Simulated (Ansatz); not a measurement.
Abstraction of H: C4H10O + C3H5 → C4H9O + C3H6

Species: C4H10O `CCOCC`, singlet; C3H5 `[CH2]C=C`, doublet; C4H9O `[CH2]COCC`, doublet; C3H6 (propene) `C=CC`, singlet. A radical takes H: the energy is the difference in strength between two C–H bonds in different surroundings.

Shapes, held fixed at every level: PBE0-D4/def2-TZVP. Flexible molecules stand in one conformer, not always the lowest. Programs: Ansatz 0.2.0. Electronic energies: no zero-point or thermal term.

```tsv
level	kind	ΔE (kJ/mol)
HF/def2-TZVPP	Hartree–Fock	+82.7
PBE-D4/def2-TZVPP	GGA	+71.3
B3LYP-D4/def2-TZVPP	global hybrid	+72.4
PBE0-D4/def2-TZVPP	global hybrid	+70.8
wB97M-V/def2-TZVPP	range-separated hybrid	+68.8
wB97X-V/def2-TZVPP	range-separated hybrid	+69.9
B2PLYP/def2-TZVPP	double hybrid	+69.6
```

B2PLYP/def2-TZVPP gives ΔE = +69.6 kJ/mol; the levels span +68.8 to +82.7. The median of the levels is +70.8. No measured value is set beside it here. Spin contamination: C3H5 (⟨S²⟩ up to 0.95). Open shells run unrestricted unless RO is named.
